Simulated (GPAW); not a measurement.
Set up this calculation in GPAW 26.7.0, as an ASE script.

```
Task                : relaxation of cell and atoms
Functional          : M06-L
Potentials or basis : GPAW PAW data sets (gpaw-data 1.2.1)
Cutoff              : 800 eV
Basis               : pw
k mesh              : 7 × 7 × 4
Occupations         : fermi-dirac, width 0.05 eV
Spin                : no spin polarisation
Maxiter             : 150
Optimizer           : BFGS
Fmax                : 0.01 eV/Å
Max steps           : 100
Convergence         : density=1e-06 energy=1e-06 eigenstates=1e-10
```

The structure of SiC (Moissanite) lies in SiC.xyz:

```xyz
4
Lattice="3.0760000000 0.0000000000 0.0000000000 -1.5380000000 2.6638941420 0.0000000000 0.0000000000 0.0000000000 5.0480000000" Properties=species:S:1:pos:R:3 pbc="T T T"
Si     1.5380000002      0.8879647139      2.5240000000
Si    -0.0000000002      1.7759294281      0.0000000000
C      1.5380000002      0.8879647139      4.4674800000
C     -0.0000000002      1.7759294281      1.9434800000
```

The input as run:

run.py

```python
from ase.filters import FrechetCellFilter
from ase.io import read, write
from ase.optimize import BFGS
from gpaw import GPAW, PW

atoms = read('SiC.xyz')

calc = GPAW(mode=PW(800),
            xc='M06-L',
            kpts={'size': (7, 7, 4), 'gamma': True},
            occupations={'name': 'fermi-dirac', 'width': 0.05},
            nbands=18,
            convergence={'density': 1e-06, 'energy': 1e-06, 'eigenstates': 1e-10},
            maxiter=150,
            txt='gpaw.txt')
atoms.calc = calc
opt = BFGS(FrechetCellFilter(atoms), trajectory='relax.traj', logfile='-')
done = opt.run(fmax=0.01, steps=100)
calc.write('gs.gpw')
write('result.traj', atoms)
print('Converged:', done)
print('Cell:', atoms.cell.cellpar().round(4))
print('Volume:', round(atoms.get_volume(), 4))
print(atoms.get_scaled_positions().round(5))
```

Potentials or basis: GPAW PAW data sets (gpaw-data 1.2.1), pw.

The run is started by

```bash
$ OMP_NUM_THREADS=1 python run.py
```

Results of the run:

* Relaxed volume: 10.19 Å³/atom
* Relaxed cell: a = 3.060 Å, b = 3.060 Å, c = 5.026 Å, α = 90.00°, β = 90.00°, γ = 120.00°
* Space group after relaxing (to 0.05 Å): P6_3mc (No. 186)
* Energy gained by relaxing: 11.4 meV/atom
* Ionic steps: 9
* Pressure after relaxing: 0.0 GPa
* Band gap on the k mesh: 2.60 eV, indirect (least direct gap 4.30 eV)

Caveat: later steps reuse the first step's grids; the PAW data sets were made with another functional, which shifts forces and pressure a little; an odd mesh through Γ misses points on the zone boundary, where band edges often lie.

Run time: 28 min on 1 thread of Arm Neoverse V2, with other jobs on the host, peak memory 0.63 GiB.
